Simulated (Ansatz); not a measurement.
Trial structure of Zr₂S, not yet relaxed:

```
Zr S
1.0
    -2.17048    2.31327    3.34694
     2.17048   -2.31327    3.34694
     2.17048    2.31327   -3.34694
Zr S
2 1
Direct
  0.80951 0.80951 0.00000
  0.19049 0.19049 0.00000
  0.50000 0.00000 0.50000
```

Theory: Ansatz, DFT PBE, scalar-relativistic, plane waves, PAW. Settings: cutoff 420 eV, Γ-centred mesh 6×6×6 on the computed 3-atom cell, Gaussian smearing of 0.10 eV; no spin polarisation.

Energies over the elements count from the elements' standard structures at the same level, with no fitted energy shifts.

**Question.** Estimate its pressure, forces and energy as it stands.

**Answer.** The pressure is -2.2 GPa (the mean over three directions, positive in compression), the largest force is 4.22 eV/Å, and the energy is −0.07 eV/atom against the elements. The shortest distance is 2.55 Å.

**Question.** Is it a good guess?

**Answer.** A rough one: relaxing gains about 0.61 eV/atom (the start's value is from the coarse mesh, so the gain is rough) in 15 ionic steps and ends at −0.68 eV/atom on the finer mesh. The symmetry stays Immm (No. 71). The volume per atom shrinks by 10.6 %, from 22.4 to 20.0 Å³. The shortest distance goes from 2.55 Å (Zr–Zr) to 2.56 Å (Zr–S). Conventional cell: a = 4.055 Å, b = 4.739 Å, c = 6.256 Å. Zr has 2 S at 2.56 Å, 2 S at 2.84 Å and 6 Zr at 3.11–3.14 Å; S has 4 Zr at 2.56 Å and 4 Zr at 2.84 Å.

The last run used a 16×16×16 mesh for its 3-atom cell and Gaussian smearing of 0.10 eV. The reference form of S is held partly by dispersion forces, which this level lacks. The relaxation can't lower the symmetry of the start, and the grade says only how near the guess is to its own end. Symmetry constrained the relaxation, so the result can be a saddle point. Another cell of Zr2S relaxed alike, in P-3m1, lies 0.42 eV/atom lower, so this cell isn't the stable form at this level.
